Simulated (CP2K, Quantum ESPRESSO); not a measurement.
# C(110)/Be2B(111) interface (250 atoms) in CP2K

Wanted: CP2K inputs and outputs for C(110)/Be2B(111) interface (250 atoms), checked against a plane-wave reference.

Main program and level: CP2K 2026.2; the method is named at each step.

## Step 1: Set-up

The cell holds 250 atoms: 160 C, 30 B and 60 Be. Cell: a = 16.621 Å, b = 8.737 Å, c = 12.591 Å, α = 90.0°, β = 90.0°, γ = 100.5°. It derives from C. Diamond-structure C(110), 5 repeat layers, 16 surface cells, strained -0.66 and -0.00 %; antifluorite-type Be2B(111), 2 layers, 15 cells, +0.67 and +0.00 %; outer planes 1.75 Å apart and 1.75 Å at the second interface of the periodic stack; not relaxed, displaced by a Gaussian of 0.02 Å. Then every atom was moved at random, 0.02 Å r.m.s. a Cartesian component. Regions: C, 160 atoms (160 C); Be2B, 90 atoms (30 B and 60 Be). The structure's axis is c.

The yardstick, on the same geometry:

- method: Kohn-Sham DFT, PBE, SSSP efficiency 1.3.0 pseudopotentials, plane waves (Quantum ESPRESSO 7.5); sssp-pbe-1.3.0-efficiency, cutoffs 45/360 Ry, Γ point
- r.m.s. force component: 1.262 eV/Å
- longest force: 4.76 eV/Å
- pressure: -6.865 GPa
- time: 16 min on 4 MPI ranks of Arm Neoverse N1, shared host
- CPU time: 65 min

## Step 2: PBE, DZVP-MOLOPT-SR, 600/50 Ry, diagonalisation

Method: Kohn-Sham DFT, PBE, GTH-PBE pseudopotentials, Gaussian and plane waves, DZVP-MOLOPT-SR-GTH, diagonalisation.

The input, input.inp:

```
&GLOBAL
  PROJECT cell
  RUN_TYPE ENERGY_FORCE
  PRINT_LEVEL LOW
&END GLOBAL
&FORCE_EVAL
  METHOD QS
  STRESS_TENSOR ANALYTICAL
  &DFT
    BASIS_SET_FILE_NAME BASIS_MOLOPT
    POTENTIAL_FILE_NAME GTH_POTENTIALS
    &MGRID
      CUTOFF 600
      REL_CUTOFF 50
      NGRIDS 5
    &END MGRID
    &QS
      EPS_DEFAULT 1.0E-12
    &END QS
    &SCF
      SCF_GUESS ATOMIC
      EPS_SCF 5.0E-06
      MAX_SCF 200
      ADDED_MOS 111
      &DIAGONALIZATION
        ALGORITHM STANDARD
      &END DIAGONALIZATION
      &SMEAR ON
        METHOD FERMI_DIRAC
        ELECTRONIC_TEMPERATURE [K] 580
      &END SMEAR
      &MIXING
        METHOD BROYDEN_MIXING
        ALPHA 0.15
        NBROYDEN 12
      &END MIXING
      &PRINT
        &RESTART OFF
        &END RESTART
      &END PRINT
    &END SCF
    &XC
      &XC_FUNCTIONAL PBE
      &END XC_FUNCTIONAL
    &END XC
    &PRINT
      &MULLIKEN ON
      &END MULLIKEN
      &HIRSHFELD ON
        SHAPE_FUNCTION DENSITY
      &END HIRSHFELD
      &MO ON
        EIGENVALUES T
        OCCUPATION_NUMBERS T
        MO_INDEX_RANGE 474 497
        &EACH
          QS_SCF 0
        &END EACH
        ADD_LAST NUMERIC
      &END MO
    &END PRINT
  &END DFT
  &SUBSYS
    &CELL
      A 16.62080 0.00000 0.00000
      B -1.58607 8.59183 0.00000
      C 0.00000 0.00000 12.59103
    &END CELL
    &COORD
      C 13.50923 5.38407 0.00970
      C 13.60573 2.43939 12.49811
      C 13.97176 3.24591 1.21932
      C 13.22036 4.54224 1.29234
      C 13.55444 5.37685 2.51795
      C 13.53610 2.39248 2.56895
      C 13.92101 3.16875 3.79544
      C 13.21549 4.53442 3.81999
      C 13.50209 5.38227 5.01261
      C 13.61941 2.39136 5.07670
      C 14.41963 1.05293 0.01146
      C 12.79807 6.71185 12.56900
      C 13.16504 7.51957 1.25482
      C 13.99299 0.27494 1.20408
      C 14.32167 1.04606 2.50083
      C 12.78949 6.69441 2.59086
      C 13.14589 7.50359 3.79254
      C 13.99014 0.26428 3.81030
      C 14.31076 1.03764 5.09307
      C 12.79794 6.67929 5.01904
      C 11.28903 6.42394 12.58461
      C 11.30841 3.50985 0.04155
      C 11.69158 4.29196 1.28907
      C 10.90551 5.62215 1.27862
      C 11.22754 6.46982 2.54150
      C 11.27452 3.46655 2.55233
      C 11.62356 4.28947 3.78902
      C 10.89529 5.61631 3.78386
      C 11.26027 6.39610 5.04359
      C 11.30219 3.47875 5.05580
      C 12.06434 2.16643 0.00604
      C 10.54308 7.80877 12.57240
      C 12.47505 0.01005 1.21315
      C 11.75567 1.33465 1.26817
      C 12.06685 2.10242 2.51317
      C 10.52452 7.74906 2.52778
      C 10.91159 8.58384 3.82024
      C 11.72493 1.33998 3.75477
      C 12.10207 2.14126 5.10377
      C 10.52275 7.76401 5.03843
      C 9.01336 7.48881 12.57177
      C 8.98937 4.58005 12.57088
      C 9.41717 5.36259 1.27006
      C 8.65545 6.70403 1.27547
      C 9.02785 7.46346 2.51770
      C 9.04198 4.56518 2.54440
      C 9.43463 5.36972 3.78965
      C 8.65589 6.73410 3.79217
      C 9.00073 7.49964 5.09081
      C 9.06906 4.54903 5.03377
      C 9.81903 3.20999 0.00365
      C 9.82073 0.27915 0.01184
      C 10.18975 1.04064 1.29285
      C 9.41097 2.37006 1.23417
      C 9.76515 3.16961 2.53621
      C 9.78098 0.28198 2.52186
[... 190 atom lines left out ...]
      Be 0.14217 3.66502 8.15785
      B 0.11577 3.66845 10.19219
      Be 0.18906 5.57369 9.50220
      Be 1.83317 4.57798 10.86102
    &END COORD
    &KIND C
      BASIS_SET DZVP-MOLOPT-SR-GTH-q4
      POTENTIAL GTH-PBE-q4
    &END KIND
    &KIND B
      BASIS_SET DZVP-MOLOPT-SR-GTH-q3
      POTENTIAL GTH-PBE-q3
    &END KIND
    &KIND Be
      BASIS_SET DZVP-MOLOPT-SR-GTH-q4
      POTENTIAL GTH-PBE-q4
    &END KIND
  &END SUBSYS
  &PRINT
    &FORCES ON
    &END FORCES
    &STRESS_TENSOR ON
    &END STRESS_TENSOR
  &END PRINT
&END FORCE_EVAL
```

The run is started by

```console
$ OMP_NUM_THREADS=1 mpirun -np 4 cp2k.psmp -i input.inp > output.txt
```

Numbers of over 12 decimals in the logs are rounded to 6 here.

Log:

```text
CP2K| version string:                                       CP2K version 2026.2
 CP2K| Input file name                                                 input.inp
 GLOBAL| Basis set file name                                        BASIS_MOLOPT
 GLOBAL| Potential file name                                      GTH_POTENTIALS
 GLOBAL| Run type                                                   ENERGY_FORCE
 GLOBAL| Total number of message passing processes                             4
 GLOBAL| Number of threads for this process                                    1
 TOTAL NUMBERS AND MAXIMUM NUMBERS
  Total number of            - Atomic kinds:                                   3
                             - Atoms:                                        250
                             - Shell sets:                                   250
                             - Shells:                                      1190
                             - Primitive Cartesian functions:               1280
                             - Cartesian basis functions:                   3020
                             - Spherical basis functions:                   2830
  Maximum angular momentum of- Orbital basis functions:                        2
                             - Local part of the GTH pseudopotential:          6
                             - Non-local part of the GTH pseudopotential:      0
 SCF PARAMETERS         Density guess:                                    ATOMIC
                        max_scf:                                             200
                        eps_scf:                                        5.00E-06
                        added MOs                                       111    0
                        Mixing method:                            BROYDEN_MIXING
                                                charge density mixing in g-space
                        Smear method:                                FERMI_DIRAC
                        Electronic temperature [K]:                        580.0
                        Electronic temperature [a.u.]:                  1.84E-03
                        Accuracy threshold:                             1.00E-10
 Extrapolation method: initial_guess
 Number of electrons:                                                        970
 Number of occupied orbitals:                                                485
 Number of molecular orbitals:                                               596
 Number of orbital functions:                                               2830
 Number of independent orbital functions:                                   2830
 SCF WAVEFUNCTION OPTIMIZATION
  Step     Update method      Time    Convergence         Total energy    Change
     1 NoMix/Diag. 0.15E+00   27.8     1.65989440     -1893.4567080818 -1.89E+03
     2 Broy./Diag. 0.15E+00   43.2     0.29117878     -1856.0195209513  3.74E+01
     3 Broy./Diag. 0.15E+00   43.3     0.26888203     -1854.8262808919  1.19E+00
     4 Broy./Diag. 0.15E+00   43.2     0.22559924     -1852.6670825777  2.16E+00
[...]
18 Broy./Diag. 0.15E+00   43.1     0.00000701     -1871.3400205171 -1.58E-04
    19 Broy./Diag. 0.15E+00   43.2     0.00000379     -1871.3400846562 -6.41E-05
  *** SCF run converged in    19 steps ***
  Electronic density on regular grids:       -969.9999999993        0.0000000007
  Core density on regular grids:              969.9999999991       -0.0000000009
  Total charge density on r-space grids:       -0.0000000003
  Total charge density g-space grids:          -0.0000000003
  Overlap energy of the core charge distribution:               2.70222e-06
  Self energy of the core charge distribution:              -3148.649053
  Core Hamiltonian energy:                                    748.980216
  Hartree energy:                                            1010.306735
  Exchange-correlation energy:                               -481.958187
  Electronic entropic energy:                                  -0.019798
  Fermi energy:                                                 0.288020
  Total energy:                                             -1871.340085
  Total energy (extrapolated to T->0):                      -1871.330186
 MO| EIGENVALUES AND OCCUPATION NUMBERS
 MO|
 MO|  Index      Eigenvalue [a.u.]        Eigenvalue [eV]             Occupation
 MO|    474               0.271622               7.391223               1.999735
 MO|    475               0.273166               7.433223               1.999385
 MO|    476               0.276107               7.513266               1.996954
[...]
MO|    496               0.301244               8.197268               0.001492
 MO|    497               0.302647               8.235455               0.000695
 MO| Sum:                                                             970.000000
 MO| E(Fermi):            0.288020 a.u.          7.837422 eV
 !-----------------------------------------------------------------------------!
                     Mulliken Population Analysis
 #  Atom  Element  Kind  Atomic population                           Net charge
       1     C        1          3.945848                              0.054152
       2     C        1          4.056533                             -0.056533
       3     C        1          4.013669                             -0.013669
[...]
249     Be       3          3.668829                              0.331171
     250     Be       3          3.612623                              0.387377
 # Total charge                            970.000000                  0.000000
 !-----------------------------------------------------------------------------!
 !-----------------------------------------------------------------------------!
                           Hirshfeld Charges
  #Atom  Element  Kind  Ref Charge     Population                    Net charge
      1       C      1       4.000          3.973                         0.027
      2       C      1       4.000          4.025                        -0.025
      3       C      1       4.000          3.985                         0.015
[...]
249       Be     3       4.000          3.955                         0.045
    250       Be     3       4.000          3.903                         0.097
  Total Charge                                                           -0.000
 !-----------------------------------------------------------------------------!
 ENERGY| Total FORCE_EVAL ( QS ) energy [hartree]          -1871.340437
 FORCES| Atomic forces [hartree/bohr]
 FORCES|   Atom     x               y               z               |f|
 FORCES|      1  4.83147902E-02  2.77803935E-02  2.83570228E-02   6.25315117E-02
 FORCES|      2 -2.28541819E-02 -5.15557353E-02  4.18848477E-02   7.02470493E-02
 FORCES|      3 -9.15496925E-03 -1.17254146E-02 -8.34582570E-04   1.48995080E-02
[...]
FORCES|    249  2.25446092E-03 -5.38611559E-05  1.57000916E-02   1.58612223E-02
 FORCES|    250 -3.60601407E-03  1.07845849E-02  1.03572087E-02   1.53812347E-02
 FORCES| Sum    -8.84278746E-04 -2.55665734E-04 -8.85962867E-04
 FORCES| Total atomic force                                       1.27759308E-03
 STRESS| Analytical stress tensor [bar]
 STRESS|                        x                   y                   z
 STRESS|      x       -2.42889512228E+04   3.34191982385E+04  -2.40556855038E+02
 STRESS|      y        3.34191982385E+04  -5.12604983478E+04   1.55866833447E+03
 STRESS|      z       -2.40556855038E+02   1.55866833447E+03  -1.21578623134E+05
 STRESS| 1/3 Trace                                            -6.57093575681E+04
```

The job ended after 16 min (4 MPI ranks of Arm Neoverse N1, shared host; peak memory 7.8 GiB; 62 min of CPU time).

Banners, paths, timers and routine set-up lines are dropped from the logs unmarked, and long logs keep their key lines alone; longer cuts are marked.

Numbers from this run, and their distance from the reference:

| Quantity | Value |
| --- | --- |
| r.m.s. force component | 1.299 eV/Å |
| r.m.s. difference of force components | 48.92 meV/Å |
| longest difference of force vectors | 236.5 meV/Å |
| force difference over r.m.s. force | 3.877 % |
| slope of forces against the reference's | 1.029 |
| correlation of force components | 0.9997 |
| pressure | -6.571 GPa |
| pressure difference | 0.2941 GPa |

Length of the force difference by element (eV/Å):

```tsv
element	atoms	mean	most
B	30	0.048	0.084
Be	60	0.065	0.16
C	160	0.079	0.24
```

A closer look about Be244, which has 5 bonded neighbours where the commonest count for Be is 4: 9 atoms, nearest first, numbered in the order of the input, with positions taken from that point.

```tsv
atom	x	y	z	distance (Å)	bonds	Hirshfeld charge (e)	Fx	Fy	Fz (eV/Å)
Be244	0.00	0.00	0.00	0.00	5	0.07	-0.01	-0.55	-0.24
C121	0.45	0.06	1.75	1.81	4	-0.09	1.61	2.53	-1.13
B224	1.63	-0.91	-0.75	2.01	7	-0.11	0.32	-0.42	0.14
B236	0.00	1.92	-0.66	2.03	7	-0.13	-0.16	0.06	0.53
B242	-1.69	-0.90	-0.71	2.04	7	-0.12	0.09	-0.64	0.56
C132	-0.35	1.37	1.77	2.26	4	0.04	0.13	-2.19	-0.09
Be225	1.63	0.97	-1.29	2.30	4	0.05	-0.01	0.43	0.60
Be249	-0.04	-1.88	-1.35	2.31	4	0.04	0.12	0.00	0.81
Be243	-1.68	1.00	-1.34	2.37	4	0.05	0.00	0.12	0.98
```

Forces lie 3.9 % from the reference's, at 0.95 times its CPU time.

## Step 3: PBE, SZV-MOLOPT-SR, 600/50 Ry, diagonalisation

Method: Kohn-Sham DFT, PBE, GTH-PBE pseudopotentials, Gaussian and plane waves, SZV-MOLOPT-SR-GTH, diagonalisation.

Changes to input.inp since step 2:

```diff
@@ -69,6 +69,31 @@
     &COORD
-[... 250 atom lines left out: the same atoms as in the first run ...]
+      SCALED
+      C 0.87259 0.62665 0.00077
+      C 0.84569 0.28392 0.99262
+      C 0.87667 0.37779 0.09684
+      C 0.84586 0.52867 0.10264
+      C 0.87523 0.62581 0.19998
+      C 0.84098 0.27846 0.20403
+      C 0.87276 0.36881 0.30144
+      C 0.84548 0.52776 0.30339
+      C 0.87214 0.62644 0.39811
+      C 0.84598 0.27833 0.40320
+      C 0.87926 0.12255 0.00091
+      C 0.84455 0.78119 0.99825
+      C 0.87560 0.87520 0.09966
+      C 0.84495 0.03200 0.09563
+      C 0.87329 0.12175 0.19862
+      C 0.84384 0.77916 0.20577
+      C 0.87427 0.87334 0.30121
+      C 0.84466 0.03076 0.30262
+      C 0.87254 0.12077 0.40450
+      C 0.84418 0.77740 0.39862
+[... 226 atom lines left out ...]
+      Be 0.04926 0.42657 0.64791
+      B 0.04771 0.42697 0.80948
+      Be 0.07328 0.64872 0.75468
+      Be 0.16114 0.53283 0.86260
     &END COORD
     &KIND C
-      BASIS_SET DZVP-MOLOPT-SR-GTH-q4
+      BASIS_SET SZV-MOLOPT-SR-GTH-q4
       POTENTIAL GTH-PBE-q4
@@ -76,3 +101,3 @@
     &KIND B
-      BASIS_SET DZVP-MOLOPT-SR-GTH-q3
+      BASIS_SET SZV-MOLOPT-SR-GTH-q3
       POTENTIAL GTH-PBE-q3
@@ -80,3 +105,3 @@
     &KIND Be
-      BASIS_SET DZVP-MOLOPT-SR-GTH-q4
+      BASIS_SET SZV-MOLOPT-SR-GTH-q4
       POTENTIAL GTH-PBE-q4
```

The run is started by

```console
$ OMP_NUM_THREADS=2 cp2k.psmp -i input.inp > output.txt
```

Log:

```text
CP2K| version string:                                       CP2K version 2026.2
 CP2K| Input file name                                                 input.inp
 GLOBAL| Basis set file name                                        BASIS_MOLOPT
 GLOBAL| Potential file name                                      GTH_POTENTIALS
 GLOBAL| Run type                                                   ENERGY_FORCE
 GLOBAL| Total number of message passing processes                             1
 GLOBAL| Number of threads for this process                                    2
[... lines left out ...]
                        Smear method:                                FERMI_DIRAC
[... lines left out ...]
 Number of electrons:                                                        970
[... lines left out ...]
  Step     Update method      Time    Convergence         Total energy    Change
[... lines left out ...]
  *** SCF run converged in    26 steps ***
[... lines left out ...]
  Fermi energy:                                                 0.422381
  Total energy:                                             -1849.187718
  Total energy (extrapolated to T->0):                      -1849.177954
[... lines left out ...]
 MO| E(Fermi):            0.422381 a.u.         11.493573 eV
[... lines left out ...]
    250       Be     3       4.000          3.620                         0.380
  Total Charge                                                           -0.000
 !-----------------------------------------------------------------------------!
 ENERGY| Total FORCE_EVAL ( QS ) energy [hartree]          -1849.187727
 FORCES| Atomic forces [hartree/bohr]
 FORCES|   Atom     x               y               z               |f|
 FORCES|      1  7.64736754E-02  4.66281984E-02  1.93753988E-02   9.16396093E-02
 FORCES|      2 -2.86928143E-02 -5.37517147E-02  5.75974791E-02   8.38450596E-02
 FORCES|      3 -1.68399652E-02 -3.05236130E-02  8.62263831E-04   3.48714623E-02
[...]
FORCES|    249  3.84505424E-03  2.38669373E-03  2.28476740E-02   2.32915640E-02
 FORCES|    250  3.44619063E-04  1.76562808E-02  3.55636683E-02   3.97068951E-02
 FORCES| Sum    -8.25219578E-04 -2.78387558E-04 -1.06130200E-03
 FORCES| Total atomic force                                       1.37289800E-03
 STRESS| Analytical stress tensor [bar]
 STRESS|                        x                   y                   z
 STRESS|      x        2.18587462631E+05   1.67273305504E+04   4.25062253752E+02
 STRESS|      y        1.67273305504E+04   1.62582845538E+05   2.05333785926E+03
 STRESS|      z        4.25062253752E+02   2.05333785926E+03   6.92892012543E+04
 STRESS| 1/3 Trace                                             1.50153169808E+05
```

Run time: 18 min. Hardware: 2 threads; peak memory 5.5 GiB.

Compared with the plane-wave run:

- r.m.s. force component: 1.751 eV/Å
- r.m.s. difference of force components: 690.6 meV/Å
- longest difference of force vectors: 2881 meV/Å
- force difference over r.m.s. force: 54.74 %
- slope of forces against the reference's: 1.314
- correlation of force components: 0.9463
- pressure: 15.02 GPa
- pressure difference: 21.88 GPa

This is a coarse setting, run to see what it loses.

Against the first run (3.9 %), the force difference from the reference is 55 %, at 0.54 times the CPU time (on 2 against 4 cores), with 880 basis functions against 2830: the smaller basis costs accuracy.

[end of part 1 of 2]

[Also dropped from logs without a mark: logging warnings of Python, and SIESTA's first energy breakdown and zero terms.]

[Logs are printed without paths, hosts, clocks, repeated set-up lines and the standing remarks that a program may print on its own settings, such as how far it seeks lower states.]

[Hosts, paths, dates, database ids (printed as entryN), source tags and the programs' standing remarks are cut or masked in the printed files.]
